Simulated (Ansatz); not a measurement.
## How far is PAW off for Na?

```yaml
crystal:
  lattice:
    - [3.74857, 0.00000, 0.00000]
    - [-1.87428, 3.24635, 0.00000]
    - [0.00000, 0.00000, 6.09153]
  atoms:
    - { symbol: Na, position: [0.33333, 0.66667, 0.25000] }
    - { symbol: Na, position: [0.66667, 0.33333, 0.75000] }
```

Atom numbers follow the list: Na1, Na2.

The structure comes from a relaxation in the same program, started in the hcp type, and has space group P6_3/mmc. Whether it is a known phase or the ground state wasn't checked.

Methods: DFT, PBE, PAW with Ansatz's default frozen-core files, scalar-relativistic (Ansatz 0.2.0); DFT, PBE, all-electron PAW with datasets made for the crystal, scalar-relativistic (Ansatz 0.2.0); DFT, PBE, all-electron LAPW, scalar-relativistic (Ansatz 0.2.0).

For PAW: a Γ-centred 12×12×7 k mesh, Fermi–Dirac smearing of 0.08 eV, cutoff 420 eV, no spin polarisation. The crystal-made all-electron datasets (AE datasets) take a cutoff of 160 eV at this cell. LAPW targets a basis error of 0.25 meV/atom. The Ansatz runs share mesh, smearing and spin set-up. Plane-wave (PAW) pressures include the program's estimate of the Pulay term.

Stress and pressure are positive in compression.

Levels count from the Fermi level.

```json
{"quantity": "pressure (GPa)", "PAW": "0.01", "AE datasets": "0.02", "LAPW": "0.02"}
{"quantity": "highest filled level at A (eV)", "PAW": "-2.238", "AE datasets": "-2.239", "LAPW": "-2.239"}
{"quantity": "lowest empty level at A (eV)", "PAW": "5.580", "AE datasets": "5.581", "LAPW": "5.581"}
{"quantity": "highest filled level at Γ (eV)", "PAW": "-3.275", "AE datasets": "-3.276", "LAPW": "-3.276"}
{"quantity": "lowest empty level at Γ (eV)", "PAW": "0.575", "AE datasets": "0.576", "LAPW": "0.576"}
```
